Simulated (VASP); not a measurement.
Write the native input for VASP 6.6.1 that does the following.

| Property | Result |
| --- | --- |
| Task | single point |
| Functional | r2SCAN |
| Potentials or basis | VASP PAW PBE potentials, release 64 (Cu, O) |
| Cutoff | 520 eV |
| k mesh | 10 × 10 × 10 |
| Occupations | fermi-dirac, width 0.05 eV |
| Spin | no spin polarisation |
| Further INCAR settings | ALGO = Normal; EDIFF = 1e-06 |

The structure of CuO lies in POSCAR:

```
CuO
1.0
    2.5525506100      0.0000000000      0.0000000000
    0.0000000000      2.5525506100      0.0000000000
    0.0000000000      0.0000000000      2.5525506100
Cu O
1 1
Direct
    0.0000000000      0.0000000000      0.0000000000
    0.5000000000      0.5000000000      0.5000000000
```

Measurements of this composition are mostly on another form, of space group No. 15.

The input as run:

INCAR

```
SYSTEM = CuO
PREC = Accurate ; ENCUT = 520
EDIFF = 1E-6 ; ISMEAR = -1
SIGMA = 0.05 ; LREAL = .FALSE.
LASPH = .TRUE. ; NELM = 60
ALGO = Normal ; ISIF = 2
LWAVE = .FALSE. ; LCHARG = .TRUE.
METAGGA = R2SCAN ; LMIXTAU = .TRUE.
LELF = .TRUE. ; LVHAR = .TRUE.
```

KPOINTS

```
Automatic mesh
0
G
  10 10 10
  0 0 0
```

Potentials or basis: VASP PAW PBE potentials, release 64 (Cu, O).

The run is started by

```console
$ cat potpaw_PBE.64/Cu/POTCAR potpaw_PBE.64/O/POTCAR > POTCAR
$ mpirun -np 1 vasp_std > vasp.out
```

Results of the run:

The pressure is 13.0 GPa. The band gap on the k mesh is none (metal or under the smearing width).

Caveat: the PAW data sets were made with another functional, which shifts forces and pressure a little; an odd number of electrons without spin polarisation forces a metal; a magnetic or distorted state may lie lower; the run has no spin polarisation, though such a crystal can be magnetic; semilocal functionals often make such compounds metallic where correlation or magnetic order opens a gap, which also shifts bond lengths.

Run time: 42 s on 1 thread of Intel(R) Xeon(R) Platinum 8259CL CPU @ 2.50GHz (Skylake/Cascade Lake), with other jobs on the host, peak memory 0.13 GiB.
